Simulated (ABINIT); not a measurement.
# BP (F-43m) in ABINIT: notebook

One crystal, BP, is run at these levels: PBE, LDA; tasks: band structure, equation of state.

Program: ABINIT 10.8.3 (patched build). These are calculated values, not measurements. Logs are shortened: lines on timing, memory, paths and dates and some standing lists are left out, and cuts for length are marked. The log counts tension as positive stress, the text compression.

## (1) The structure

Symmetry: F-43m, No. 216, cubic system. Conventional cell: a = 4.538 Å, b = 4.538 Å, c = 4.538 Å, α = 90.00°, β = 90.00°, γ = 90.00°. P (site symmetry -43m) has 4 B at 1.97 Å as nearest neighbours. B (site symmetry -43m) is surrounded by 4 P at 1.97 Å.

## (2) Band structure, PBE

Contents of run.abi:

```
# Datasets: ground state, then fixed potential
ndtset 2

# Pseudopotentials
pp_dirpath "./"
pseudos "P.upf, B.upf"

# Structure
acell 3.208850573 3.208850573 3.208850573 Angstrom
rprim
     0.0000000000     0.7071067812     0.7071067812
     0.7071067812     0.0000000000     0.7071067812
     0.7071067812     0.7071067812     0.0000000000
ntypat 2
znucl 15 5
natom 2
typat 1 2
xred
     0.7500000000     0.7500000000     0.7500000000
     0.0000000000     0.0000000000     0.0000000000

# Plane-wave basis
ecut 1034.032677 eV

# Exchange and correlation
ixc 11

# Bands and occupations
occopt 3
tsmear 0.00183747

# SCF cycle
nstep 100

# Output
iomode 3
prtwf 0
prteig 0
prtebands 0
enunit 2
prtden1 1

# Dataset 1
kptopt1 1
ngkpt1 10 10 10
nshiftk1 1
shiftk1 0.0 0.0 0.0
nband1 8
tolvrs1 1.0e-10

# Dataset 2: bands along G-X-W-K-G-L-U-W-L-K
iscf2 -2
getden2 1
nband2 12
nbdbuf2 2
tolwfr2 1.0e-12
kptopt2 -9
ndivsm2 5
prteig2 1
prtvol2 -3
kptbounds2
     0.0000000000     0.0000000000     0.0000000000
     0.5000000000     0.0000000000     0.5000000000
     0.5000000000     0.2500000000     0.7500000000
     0.3750000000     0.3750000000     0.7500000000
     0.0000000000     0.0000000000     0.0000000000
     0.5000000000     0.5000000000     0.5000000000
     0.6250000000     0.2500000000     0.6250000000
     0.5000000000     0.2500000000     0.7500000000
     0.5000000000     0.5000000000     0.5000000000
     0.3750000000     0.3750000000     0.7500000000
```

Potentials or basis: PseudoDojo NC SR PBE v0.4.1 standard.

Command:

```sh
abinit run.abi > log 2>&1
```

run.abo:

```text
.Version 10.8.3 of ABINIT
 DATASET    1 : space group F-4 3 m (#216); Bravais cF (face-center cubic)
================================================================================
 Values of the parameters that define the memory need for DATASET  1.
     intxc =       0    ionmov =       0      iscf =       7    lmnmax =       6
     lnmax =       6     mgfft =      36  mpssoang =       3    mqgrid =    3001
     natom =       2  nloc_mem =       1    nspden =       1   nspinor =       1
    nsppol =       1      nsym =      24    n1xccc =    2501    ntypat =       2
    occopt =       3   xclevel =       2
       mpw =        1784          nfft =       46656          nkpt =          47
================================================================================
================================================================================

 DATASET    2 : space group F-4 3 m (#216); Bravais cF (face-center cubic)
================================================================================
 Values of the parameters that define the memory need for DATASET  2.
     intxc =       0    ionmov =       0      iscf =      -2    lmnmax =       6
     lnmax =       6     mgfft =      36  mpssoang =       3    mqgrid =    3001
     natom =       2  nloc_mem =       1    nspden =       1   nspinor =       1
    nsppol =       1      nsym =      24    n1xccc =    2501    ntypat =       2
    occopt =       3   xclevel =       2
       mpw =        1807          nfft =       46656          nkpt =          87
================================================================================
================================================================================

--------------------------------------------------------------------------------
------------- Echo of variables that govern the present computation ------------
--------------------------------------------------------------------------------
 -outvars: echo values of preprocessed input variables --------
            acell      6.0638487619E+00  6.0638487619E+00  6.0638487619E+00 Bohr
              amu      3.09737620E+01  1.08110000E+01
             ecut      3.80000000E+01 Hartree
           enunit           2
           getden1          0
           getden2          1
             iscf1          7
             iscf2         -2
              ixc          11
           jdtset        1    2
           kptopt1          1
           kptopt2         -9
         kptrlatt       10    0    0      0   10    0      0    0   10
          kptrlen1     6.06384876E+01
          kptrlen2     3.00000000E+01
[... 731 lines left out ...]
 kpt#   5, nband= 12, wtk=  1.00000, kpt=  0.1429  0.0000  0.1429 (reduced coord)
  -0.28315    0.21223    0.21501    0.21501    0.36400    0.46370    0.46370    0.53744
   0.64876    0.72877    0.74596    0.87876
 kpt#   6, nband= 12, wtk=  1.00000, kpt=  0.1786  0.0000  0.1786 (reduced coord)
  -0.27311    0.18720    0.19772    0.19772    0.35337    0.49168    0.49168    0.51066
[... 229 lines left out ...]
 kpt#  83, nband= 12, wtk=  1.00000, kpt=  0.4306  0.4306  0.6389 (reduced coord)
  -0.15656   -0.04483    0.09903    0.16846    0.38193    0.52184    0.53046    0.61039
   0.70275    0.74673    0.88829    0.94282
 kpt#  84, nband= 12, wtk=  1.00000, kpt=  0.4167  0.4167  0.6667 (reduced coord)
  -0.14749   -0.03769    0.07289    0.15928    0.37066    0.55016    0.55850    0.58612
   0.69724    0.73699    0.92158    0.95392
 kpt#  85, nband= 12, wtk=  1.00000, kpt=  0.4028  0.4028  0.6944 (reduced coord)
  -0.13778   -0.03179    0.05128    0.15097    0.36075    0.54417    0.57878    0.60384
   0.69185    0.73103    0.94158    0.98076
 kpt#  86, nband= 12, wtk=  1.00000, kpt=  0.3889  0.3889  0.7222 (reduced coord)
  -0.12872   -0.03005    0.03873    0.14389    0.35256    0.51548    0.60470    0.63497
   0.68792    0.73130    0.94582    1.02293
 kpt#  87, nband= 12, wtk=  1.00000, kpt=  0.3750  0.3750  0.7500 (reduced coord)
  -0.12294   -0.03287    0.03844    0.13827    0.34626    0.48754    0.62377    0.65602
   0.69411    0.74125    0.94376    1.04101
 Eigenvalues (   eV  ) for nkpt=  87  k points:
 kpt#   1, nband= 12, wtk=  1.00000, kpt=  0.0000  0.0000  0.0000 (reduced coord)
  -8.19413    7.26435    7.26435    7.26435   10.67160   10.67160   10.67160   14.62267
  18.78796   19.31141   19.31141   22.96236
 kpt#   2, nband= 12, wtk=  1.00000, kpt=  0.0357  0.0000  0.0357 (reduced coord)
  -8.16341    7.12630    7.12630    7.15535   10.60738   10.84354   10.84354   14.70980
  18.89015   18.98896   19.34412   23.02759
 kpt#   3, nband= 12, wtk=  1.00000, kpt=  0.0714  0.0000  0.0714 (reduced coord)
  -8.07135    6.77804    6.77804    6.84447   10.43289   11.29301   11.29301   14.90400
  18.29793   19.19746   19.44209   23.20113
 kpt#   4, nband= 12, wtk=  1.00000, kpt=  0.1071  0.0000  0.1071 (reduced coord)
  -7.91828    6.32896    6.32896    6.37015   10.18663   11.90907   11.90907   14.97958
  17.72113   19.60470   19.67657   23.49862
 kpt#   5, nband= 12, wtk=  1.00000, kpt=  0.1429  0.0000  0.1429 (reduced coord)
  -7.70480    5.77496    5.85062    5.85062    9.90506   12.61791   12.61791   14.62454
  17.65377   19.83088   20.29854   23.91241
 kpt#   6, nband= 12, wtk=  1.00000, kpt=  0.1786  0.0000  0.1786 (reduced coord)
  -7.43177    5.09408    5.38033    5.38033    9.61566   13.37938   13.37938   13.89572
[... 230 lines left out ...]
  -4.26034   -1.21995    2.69465    4.58399   10.39275   14.19990   14.43457   16.60946
  19.12274   20.31952   24.17160   25.65542
 kpt#  84, nband= 12, wtk=  1.00000, kpt=  0.4167  0.4167  0.6667 (reduced coord)
  -4.01341   -1.02555    1.98355    4.33423   10.08627   14.97061   15.19750   15.94904
  18.97286   20.05445   25.07741   25.95759
 kpt#  85, nband= 12, wtk=  1.00000, kpt=  0.4028  0.4028  0.6944 (reduced coord)
  -3.74929   -0.86505    1.39550    4.10824    9.81661   14.80765   15.74927   16.43131
  18.82608   19.89232   25.62162   26.68796
 kpt#  86, nband= 12, wtk=  1.00000, kpt=  0.3889  0.3889  0.7222 (reduced coord)
  -3.50261   -0.81760    1.05387    3.91550    9.59366   14.02684   16.45477   17.27851
  18.71916   19.89977   25.73716   27.83522
 kpt#  87, nband= 12, wtk=  1.00000, kpt=  0.3750  0.3750  0.7500 (reduced coord)
  -3.34532   -0.89437    1.04588    3.76248    9.42223   13.26663   16.97354   17.85134
  18.88777   20.17035   25.68102   28.32744

== END DATASET(S) ==============================================================
================================================================================

 -outvars: echo values of variables after computation  --------
            acell      6.0638487619E+00  6.0638487619E+00  6.0638487619E+00 Bohr
           etotal1    -9.8968381265E+00
            fcart1    -0.0000000000E+00 -0.0000000000E+00 -0.0000000000E+00
                      -0.0000000000E+00 -0.0000000000E+00 -0.0000000000E+00
            rprim      0.0000000000E+00  7.0710678120E-01  7.0710678120E-01
                       7.0710678120E-01  0.0000000000E+00  7.0710678120E-01
                       7.0710678120E-01  7.0710678120E-01  0.0000000000E+00
           strten1    -3.3636881898E-05 -3.3636881898E-05 -3.3636881898E-05
                       0.0000000000E+00  0.0000000000E+00  0.0000000000E+00
           xangst      3.4035000000E+00  3.4035000000E+00  3.4035000000E+00
                       0.0000000000E+00  0.0000000000E+00  0.0000000000E+00
             xred      7.5000000000E-01  7.5000000000E-01  7.5000000000E-01
                       0.0000000000E+00  0.0000000000E+00  0.0000000000E+00
 Calculation completed.
```

Run time: 51 s. Hardware: 1 thread of Arm Neoverse V1, shared host; peak memory 0.11 GiB.

What came out:

- Free energy: -269.3067 eV
- Pressure: 1.0 GPa
- Band gap on the k mesh: 1.25 eV, indirect (least direct gap 3.41 eV)
- Band gap along the path: 1.25 eV, indirect (least direct gap 3.41 eV)
- Valence electrons inside the program's atomic spheres: P 2.92; B 2.71

Levels at the corners of the path, in eV from the valence-band top:
| point | band 1 | band 2 | band 3 | band 4 | band 5 | band 6 | band 7 | band 8 | band 9 |
| --- | --- | --- | --- | --- | --- | --- | --- | --- | --- |
| Γ | -15.46 | 0.00 | 0.00 | 0.00 | 3.41 | 3.41 | 3.41 | 7.36 | 11.52 |
| X | -10.61 | -8.58 | -4.11 | -4.11 | 1.35 | 1.67 | 12.07 | 12.07 | 15.21 |
| W | -10.33 | -8.05 | -5.67 | -5.47 | 5.33 | 6.77 | 7.23 | 7.45 | 12.76 |
| K | -10.61 | -8.16 | -6.22 | -3.50 | 2.16 | 6.00 | 9.71 | 10.59 | 11.62 |
| Γ | -15.46 | 0.00 | 0.00 | 0.00 | 3.41 | 3.41 | 3.41 | 7.36 | 11.52 |
| L | -12.13 | -9.03 | -1.76 | -1.76 | 3.78 | 4.72 | 4.72 | 10.13 | 14.49 |
| U | -10.61 | -8.16 | -6.22 | -3.50 | 2.16 | 6.00 | 9.71 | 10.59 | 11.62 |
| W | -10.33 | -8.05 | -5.67 | -5.47 | 5.33 | 6.77 | 7.23 | 7.45 | 12.76 |
| L | -12.13 | -9.03 | -1.76 | -1.76 | 3.78 | 4.72 | 4.72 | 10.13 | 14.49 |
| K | -10.61 | -8.16 | -6.22 | -3.50 | 2.16 | 6.00 | 9.71 | 10.59 | 11.62 |

Expect the measured gap to be larger: semilocal functionals such as PBE lack the derivative discontinuity.

## (3) Equation of state, LDA

Contents of run.abi:

```
# Datasets: one volume each
ndtset 7
getwfk -1
scalecart1 3*0.9795861087
scalecart2 3*0.9864848297
scalecart3 3*0.9932883884
scalecart4 3*1.0000000000
scalecart5 3*1.0066227096
scalecart6 3*1.0131594038
scalecart7 3*1.0196128224

# Pseudopotentials
pp_dirpath "./"
pseudos "P.hgh, B.hgh"

# Structure
acell 3.208850573 3.208850573 3.208850573 Angstrom
rprim
     0.0000000000     0.7071067812     0.7071067812
     0.7071067812     0.0000000000     0.7071067812
     0.7071067812     0.7071067812     0.0000000000
ntypat 2
znucl 15 5
natom 2
typat 1 2
xred
     0.7500000000     0.7500000000     0.7500000000
     0.0000000000     0.0000000000     0.0000000000

# Plane-wave basis
ecut 26.0

# k points
kptopt 1
ngkpt 10 10 10
nshiftk 1
shiftk 0.0 0.0 0.0

# Exchange and correlation
ixc 7

# Bands and occupations
nband 8
occopt 3
tsmear 0.00183747

# SCF cycle
nstep 100
tolvrs 1.0e-10

# Output
iomode 3
prtwf 1
prtden 0
prteig 0
prtebands 0
enunit 1
```

Potentials or basis: HGH LDA.

Command:

```sh
abinit run.abi > log 2>&1
```

Run time: 52 s. Hardware: 1 thread of Arm Neoverse V1, shared host; peak memory 0.11 GiB.

The run converged. Its results:

```yaml
Equilibrium_volume: 11.24 Å³/atom
Bulk_modulus: 174 GPa
Pressure_derivative_of_the_bulk_modulus: "3.9 (rough: it moves with the points fitted)"
```

Energy against volume, from the lowest point:
| volume (Å³/atom) | energy (meV/atom) |
| --- | --- |
| 10.981 | 3.21 |
| 11.214 | 0.00 |
| 11.448 | 2.06 |
| 11.682 | 8.95 |
| 11.915 | 20.31 |
| 12.149 | 35.54 |
| 12.383 | 54.36 |

Caveat: the cutoff is too short for stress, so the log's stress isn't used; pressures at fixed basis lie under the slope of the energies; HGH potentials are hard and often keep d shells in the core, so these values are rough.

## (4) Band structure, PBE

Contents of run.abi:

```
# Datasets: ground state, then fixed potential
ndtset 2

# Pseudopotentials
pp_dirpath "./"
pseudos "P.upf, B.upf"

# Structure
acell 3.208850573 3.208850573 3.208850573 Angstrom
rprim
     0.0000000000     0.7071067812     0.7071067812
     0.7071067812     0.0000000000     0.7071067812
     0.7071067812     0.7071067812     0.0000000000
ntypat 2
znucl 15 5
natom 2
typat 1 2
xred
     0.7500000000     0.7500000000     0.7500000000
     0.0000000000     0.0000000000     0.0000000000

# Plane-wave basis
ecut 38.0

# Exchange and correlation
ixc 11

# Bands and occupations
occopt 3
tsmear 0.05 eV

# SCF cycle
nstep 100

# Output
iomode 3
prtwf 0
prteig 0
prtebands 0
enunit 1
prtden1 1
prtvha1 1
prtvclmb1 1
prtpot1 1
prtelf1 1

# Dataset 1
kptopt1 1
ngkpt1 10 10 10
nshiftk1 1
shiftk1 0.0 0.0 0.0
nband1 8
tolvrs1 1.0e-10

# Dataset 2: bands along G-X-W-K-G-L-U-W-L-K
iscf2 -2
getden2 1
nband2 12
nbdbuf2 2
tolwfr2 1.0e-12
kptopt2 -9
ndivsm2 5
prteig2 1
prtvol2 -3
kptbounds2
     0.0000000000     0.0000000000     0.0000000000
     0.5000000000     0.0000000000     0.5000000000
     0.5000000000     0.2500000000     0.7500000000
     0.3750000000     0.3750000000     0.7500000000
     0.0000000000     0.0000000000     0.0000000000
     0.5000000000     0.5000000000     0.5000000000
     0.6250000000     0.2500000000     0.6250000000
     0.5000000000     0.2500000000     0.7500000000
     0.5000000000     0.5000000000     0.5000000000
     0.3750000000     0.3750000000     0.7500000000
```

Potentials or basis: PseudoDojo NC SR PBE v0.4 stringent.

Command:

```sh
abinit run.abi > log 2>&1
```

Run time: 51 s. Hardware: 1 thread of Arm Neoverse V1, shared host; peak memory 0.11 GiB.

Results (log left out):

| Property | Result |
| --- | --- |
| Free energy | -269.3067 eV |
| Pressure | 1.0 GPa |
| Band gap on the k mesh | 1.25 eV, indirect (least direct gap 3.41 eV) |
| Band gap along the path | 1.25 eV, indirect (least direct gap 3.41 eV) |
| Valence electrons inside the program's atomic spheres | P 2.92; B 2.71 |

Levels at the corners of the path, in eV from the valence-band top:
```
point  band 2  band 3  band 4  band 5  band 6  band 7
    Γ    0.00    0.00    0.00    3.41    3.41    3.41
    X   -8.58   -4.11   -4.11    1.35    1.67   12.07
    W   -8.05   -5.67   -5.47    5.33    6.77    7.23
    K   -8.16   -6.22   -3.50    2.16    6.00    9.71
    Γ    0.00    0.00    0.00    3.41    3.41    3.41
    L   -9.03   -1.76   -1.76    3.78    4.72    4.72
    U   -8.16   -6.22   -3.50    2.16    6.00    9.71
    W   -8.05   -5.67   -5.47    5.33    6.77    7.23
    L   -9.03   -1.76   -1.76    3.78    4.72    4.72
    K   -8.16   -6.22   -3.50    2.16    6.00    9.71
```
